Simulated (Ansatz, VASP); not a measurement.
**Mg in VASP and in Ansatz**

```
Mg
1.0
     3.20930    0.00000    0.00000
    -1.60465    2.77934    0.00000
     0.00000    0.00000    5.21030
Mg
2
Cartesian
  1.6047 0.9264 3.9077
  0.0000 1.8529 1.3026
```

Alike in both runs: task relaxation of cell and atoms; functional BLYP; dispersion D3(BJ); k mesh 10 × 10 × 5; occupations fermi-dirac, width 0.05 eV; no spin polarisation.

```csv
,VASP,Ansatz
version,VASP 6.6.1,Ansatz 0.2.0
potentials or method,"VASP PAW PBE potentials, release 64 (Mg), cutoff 600 eV","all-electron LAPW, scalar-relativistic"
```

|  | VASP | Ansatz | Ansatz less VASP |
| --- | --- | --- | --- |
| relaxed volume (Å³/atom) | 20.55 | 20.59 | +0.037 |
| relaxed cell length with the largest relative difference (Å) | 5.101 | 5.105 | +0.0041 |
| energy change over the relaxation (meV/atom) | -40 | -38 | +1.2 |

Ansatz ran all-electron here, so the differences hold the error of VASP's frozen core and of both bases.

Caveats: the PAW data sets were made with another functional, which shifts forces and pressure a little (VASP); the volume moved by -12 % from the deposited cell, more than functionals usually miss (VASP); pairwise dispersion overbinds metals, which lowers pressure and volume (VASP); the volume moved by -11 % from the deposited cell, more than functionals usually miss (Ansatz).
